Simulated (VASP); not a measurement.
# CdS (Greenockite) (P6_3mc) in VASP: further runs

One crystal, CdS (Greenockite), is run at these levels: TPSS, revTPSS, MS2; tasks: band structure.

All numbers are computed with VASP 6.6.1; they aren't measurements. Logs are shortened: lines on timing, memory, paths and dates and some standing lists are left out, and cuts for length are marked.

**Experimental background.**

“Isotope dependence of band-gap energy”, 2008, arxiv:0807.2152 quotes, for a bulk crystal of CdS: band gap 2.5809 ± 0.0002 eV.

The results are compared with them further down.

### Step 1. Starting point

It takes space group P6_3mc (No. 186, hexagonal). Conventional cell: a = 4.150 Å, b = 4.150 Å, c = 6.737 Å, α = 90.00°, β = 90.00°, γ = 120.00°. Cd (site symmetry 3m) is surrounded by 4 S at 2.53 to 2.54 Å. S (site symmetry 3m) has 4 Cd at 2.53 to 2.54 Å as nearest neighbours.

### Step 2. Band structure, TPSS

INCAR reads:

```
SYSTEM = CdS
ALGO     = Normal         ! electronic algorithm
EDIFF    = 1E-6           ! SCF threshold, eV
ENCUT    = 520            ! plane-wave cutoff, eV
ISIF     = 2              ! what is computed and relaxed
ISMEAR   = -1             ! smearing method
LASPH    = .True.         ! aspherical terms in the spheres
LCHARG   = .False.        ! write CHGCAR
LMIXTAU  = .True.       
LREAL    = .False.        ! projectors in reciprocal space
LWAVE    = .False.        ! write WAVECAR
METAGGA  = TPSS           ! meta-GGA
NBANDS   = 26             ! bands
NELM     = 80             ! most SCF steps
PREC     = Accurate       ! precision mode
SIGMA    = 0.05           ! smearing width, eV
```

KPOINTS reads:

```
k-points
0
Gamma
  7 7 4
  0 0 0
```

POSCAR reads:

```
CdS
1.0
    4.1500000000      0.0000000000      0.0000000000
   -2.0750000000      3.5940054257      0.0000000000
    0.0000000000      0.0000000000      6.7370000000
Cd S
2 2
Direct
    0.6666666667      0.3333333333      0.5000000000
    0.3333333333      0.6666666667      0.0000000000
    0.6666666667      0.3333333333      0.8750000000
    0.3333333333      0.6666666667      0.3750000000
```

KPOINTS_OPT reads:

```
path GMKGALHA,LM,KH
20
line-mode
reciprocal
 0.0000000000  0.0000000000  0.0000000000  G
 0.5000000000  0.0000000000  0.0000000000  M

 0.5000000000  0.0000000000  0.0000000000  M
 0.3333333333  0.3333333333  0.0000000000  K

 0.3333333333  0.3333333333  0.0000000000  K
 0.0000000000  0.0000000000  0.0000000000  G

 0.0000000000  0.0000000000  0.0000000000  G
 0.0000000000  0.0000000000  0.5000000000  A

 0.0000000000  0.0000000000  0.5000000000  A
 0.5000000000  0.0000000000  0.5000000000  L

 0.5000000000  0.0000000000  0.5000000000  L
 0.3333333333  0.3333333333  0.5000000000  H

 0.3333333333  0.3333333333  0.5000000000  H
 0.0000000000  0.0000000000  0.5000000000  A

 0.5000000000  0.0000000000  0.5000000000  L
 0.5000000000  0.0000000000  0.0000000000  M

 0.3333333333  0.3333333333  0.0000000000  K
 0.3333333333  0.3333333333  0.5000000000  H
```

Potentials or basis: VASP PAW PBE potentials, release 64 (Cd, S).

On the command line:

```sh
$ cat potpaw_PBE.64/Cd/POTCAR potpaw_PBE.64/S/POTCAR > POTCAR
$ mpirun -np 1 vasp_std > vasp.out
```

OUTCAR:

```text
SYSTEM = CdS
   EDIFF = 1E-6
   ENCUT = 520
   ISIF = 2
   ISMEAR = -1
   LASPH = .True.
   LREAL = .False.
   METAGGA = TPSS
   NELM = 80
   PREC = Accurate

 ion  position               nearest neighbor table
   1  0.667  0.333  0.500-   3 2.53   4 2.54   4 2.54   4 2.54
   2  0.333  0.667  0.000-   4 2.53   3 2.54   3 2.54   3 2.54
   3  0.667  0.333  0.875-   1 2.53   2 2.54   2 2.54   2 2.54
   4  0.333  0.667  0.375-   2 2.53   1 2.54   1 2.54   1 2.54

  LATTYP: Found a hexagonal cell.
 ALAT       =     4.1500000000
 C/A-ratio  =     1.6233734940

  Lattice vectors:

 A1 = (   4.1500000000,   0.0000000000,   0.0000000000)
 A2 = (  -2.0750000000,   3.5940054257,   0.0000000000)
 A3 = (   0.0000000000,   0.0000000000,   6.7370000000)

Analysis of symmetry for initial positions (statically):
=====================================================================
 Subroutine PRICEL returns:
 Original cell was already a primitive cell.

 Routine SETGRP: Setting up the symmetry group for a
 hexagonal supercell.

 Subroutine GETGRP returns: Found 12 space group operations
 (whereof  6 operations were pure point group operations)
 out of a pool of 24 trial point group operations.

The static configuration has the point symmetry C_3v.
 The point group associated with its full space group is C_6v.

Analysis of symmetry for dynamics (positions and initial velocities):
=====================================================================
 Subroutine PRICEL returns:
 Original cell was already a primitive cell.

 Routine SETGRP: Setting up the symmetry group for a
 hexagonal supercell.

 Subroutine GETGRP returns: Found 12 space group operations
 (whereof  6 operations were pure point group operations)
 out of a pool of 24 trial point group operations.

The dynamic configuration has the point symmetry C_3v.
 The point group associated with its full space group is C_6v.

 Subroutine INISYM returns: Found 12 space group operations
 (whereof  6 operations are pure point group operations),
 and found     1 'primitive' translations

----------------------------------------------------------------------------------------

                                     Primitive cell

  volume of cell :     100.4832

  direct lattice vectors                    reciprocal lattice vectors
[... 88 lines left out ...]
   ENCUT  =  520.0 eV  38.22 Ry    6.18 a.u.   7.72  7.72 12.53*2*pi/ulx,y,z
   NELM   =     80;   NELMIN=  2; NELMDL= -5     # of ELM steps
   EDIFF  = 0.1E-05   stopping-criterion for ELM
   LREAL  =      F    real-space projection
   EDIFFG = 0.1E-04   stopping-criterion for IOM
   NSW    =      0    number of steps for IOM
   IBRION =     -1    ionic relax: 0-MD 1-quasi-New 2-CG
   NFREE  =      0    steps in history (QN), initial steepest desc. (CG)
   ISIF   =      2    stress and relaxation
   ISYM   =      2    0-nonsym 1-usesym 2-fastsym
   POTIM  = 0.5000    time-step for ionic-motion
   TEBEG  =    0.0;   TEEND  =   0.0 temperature during run
   PSTRESS=    0.0 pullay stress
   NELECT =      36.0000    total number of electrons
   NUPDOWN=      -1.0000    fix difference up-down
   EMIN   =  10.00;   EMAX   =-10.00  energy-range for DOS
   EFERMI =   0.00;   METHOD = LEGACY
   ISMEAR =    -1;   SIGMA  =   0.05  broadening in eV -4-tet -1-fermi 0-gaus
   EFERMI_NEDOS =   21; number of points for ismear=-14 and -15
   IALGO  =     38    algorithm
   IMIX   =      4    mixing-type and parameters
     AMIX     =   0.40;   BMIX     =  1.00
     AMIX_MAG =   1.60;   BMIX_MAG =  1.00
  volume/ion in A,a.u.               =      25.12       169.52
  Fermi-wavevector in a.u.,A,eV,Ry     =   1.162727  2.197236 18.394190  1.351935
  Thomas-Fermi vector in A             =   2.299285
   LORBIT       =      0    0 simple, 1 ext, 2 COOP (PROOUT), +10 PAW based schemes
   METAGGA = TPSS    functional components
   LHFCALC =     F    Hartree Fock is set to
   AEXX    =    0.0000 exact exchange contribution
   IVDW    =     0    specifies the selected vdW correction
   LEPSILON=     F    determine dielectric tensor
   LRPA    =     F    only Hartree local field effects (RPA)
 non-spin polarized calculation
  energy-cutoff  :      520.00
  volume of cell :      100.48
 maximum number of plane-waves:      2731
 NGX is ok and might be reduce to    32
   NGX = 15   NGY = 15   NGZ = 25

 number of electron      35.9999996 magnetization

 Free energy of the ion-electron system (eV)
  ---------------------------------------------------
  ext. energy  EPLUGINS =         0.00000000
  ---------------------------------------------------
  free energy    TOTEN  =       -39.00940023 eV

  energy without entropy =      -39.00940020  energy(sigma->0) =      -39.00940021

 E-fermi :   1.8803     XC(G=0):  -9.2391

 val. band max:        1.1511697208   @ k =   0.0000   0.0000   0.0000
 cond. band min:       2.5480113718   @ k =   0.0000   0.0000   0.0000
 fundamental gap:      1.3968416510
 Fermi energy:         1.8803444608

 k-point     1 :       0.0000    0.0000    0.0000
  band No.  band energies     occupation
      1     -11.3846      2.00000
      2     -10.9525      2.00000
      3      -6.5101      2.00000
      4      -6.4893      2.00000
      5      -6.4893      2.00000
      6      -6.4011      2.00000
[... 685 lines left out ...]
     25      10.0822      0.00000
     26      10.0822      0.00000

------------------------ aborting loop because EDIFF is reached ----------------------------------------

  FORCE on cell =-STRESS in cart. coord.  units (eV):
  Direction    XX          YY          ZZ          XY          YZ          ZX
  --------------------------------------------------------------------------------------
  -------------------------------------------------------------------------------------
  Total        1.4121189      1.4121189      1.7289062      0.0000000      0.0000000      0.0000000
  in kB       22.5158564     22.5158564     27.5669451      0.0000000      0.0000000      0.0000000
  external PRESSURE =      24.1995526 kB  Pullay stress =       0.0000000 kB

 VOLUME and BASIS-vectors are now :
 -----------------------------------------------------------------------------
  energy-cutoff  :      520.00
  volume of cell :      100.48
      direct lattice vectors                 reciprocal lattice vectors
     4.150000000  0.000000000  0.000000000     0.240963855  0.139120547  0.000000000
    -2.075000000  3.594005426  0.000000000     0.000000000  0.278241094  0.000000000
     0.000000000  0.000000000  6.737000000     0.000000000  0.000000000  0.148434021

 POSITION                                       TOTAL-FORCE (eV/Angst)
 -----------------------------------------------------------------------------------
      2.07500      1.19800      3.36850        -0.000000      0.000000     -0.079408
     -0.00000      2.39600      0.00000         0.000000      0.000000     -0.079408
      2.07500      1.19800      5.89487         0.000000      0.000000      0.079408
     -0.00000      2.39600      2.52637        -0.000000     -0.000000      0.079408
 -----------------------------------------------------------------------------------
    total drift:                               -0.000000     -0.000000     -0.000871

  FREE ENERGIE OF THE ION-ELECTRON SYSTEM (eV)
  ---------------------------------------------------
  free  energy   TOTEN  =       -39.0094002260 eV

  energy  without entropy=      -39.0094002010  energy(sigma->0) =      -39.00940021
```

stdout:

```text
POSCAR found type information on POSCAR CdS
 POSCAR found :  2 types and       4 ions
 scaLAPACK will be used
 -----------------------------------------------------------------------------
|                                                                             |
|                                                                             |
|     You enforced a specific xc type in the INCAR file but a different       |
|     I HOPE YOU KNOW WHAT YOU ARE DOING!                                     |
|                                                                             |
 -----------------------------------------------------------------------------

 LDA part: xc-table for (None), standard interpolation
 POSCAR, INCAR and KPOINTS ok, starting setup
 FFT: planning ... GRIDC
 FFT: planning ... GRID_SOFT
 FFT: planning ... GRID
 WAVECAR not read
 entering main loop
 Start KPOINTS_OPT (optional k-point list driver)
k-point batch [1-24\180]
k-point batch [25-48\180]
k-point batch [49-72\180]
k-point batch [73-96\180]
k-point batch [97-120\180]
k-point batch [121-144\180]
k-point batch [145-168\180]
k-point batch [169-180\180]
```

Run time: 6.1 min. Hardware: 1 thread of Intel Xeon 6975P-C (Granite Rapids), shared host; peak memory 0.28 GiB.

Results:

```
Free energy             : -39.0094 eV
Pressure                : 2.4 GPa
Largest force           : 0.079 eV/Å
Band gap on the k mesh  : 1.40 eV, direct
Band gap along the path : 1.40 eV, direct
```

Forces in eV/Å, atoms in the order of the input:
```
Cd   0.000  0.000 -0.079
Cd   0.000  0.000 -0.079
S    0.000  0.000  0.079
S    0.000  0.000  0.079
```

Levels at the corners of the path, in eV from the valence-band top:
```csv
point,band 15,band 16,band 17,band 18,band 19,band 20,band 21,band 22
Γ,-0.76,-0.04,0.00,0.00,1.40,2.98,6.69,6.69
M,-2.64,-1.87,-1.29,-0.73,3.90,4.07,5.28,6.61
M,-2.64,-1.87,-1.29,-0.73,3.90,4.07,5.28,6.61
K,-3.07,-1.85,-1.85,-1.60,4.82,5.28,5.28,7.36
K,-3.07,-1.85,-1.85,-1.60,4.82,5.28,5.28,7.36
Γ,-0.76,-0.04,0.00,0.00,1.40,2.98,6.69,6.69
Γ,-0.76,-0.04,0.00,0.00,1.40,2.98,6.69,6.69
A,-0.39,-0.39,-0.39,-0.39,3.04,3.04,6.39,6.39
A,-0.39,-0.39,-0.39,-0.39,3.04,3.04,6.39,6.39
L,-1.33,-1.33,-1.32,-1.32,3.67,3.67,5.56,5.56
L,-1.33,-1.33,-1.32,-1.32,3.67,3.67,5.56,5.56
H,-2.39,-2.39,-1.11,-1.11,4.58,4.58,6.29,6.29
H,-2.39,-2.39,-1.11,-1.11,4.58,4.58,6.29,6.29
A,-0.39,-0.39,-0.39,-0.39,3.04,3.04,6.39,6.39
L,-1.33,-1.33,-1.32,-1.32,3.67,3.67,5.56,5.56
M,-2.64,-1.87,-1.29,-0.73,3.90,4.07,5.28,6.61
K,-3.07,-1.85,-1.85,-1.60,4.82,5.28,5.28,7.36
H,-2.39,-2.39,-1.11,-1.11,4.58,4.58,6.29,6.29
```

Caveat: the PAW data sets were made with another functional, which shifts forces and pressure a little.

[end of part 1 of 3]
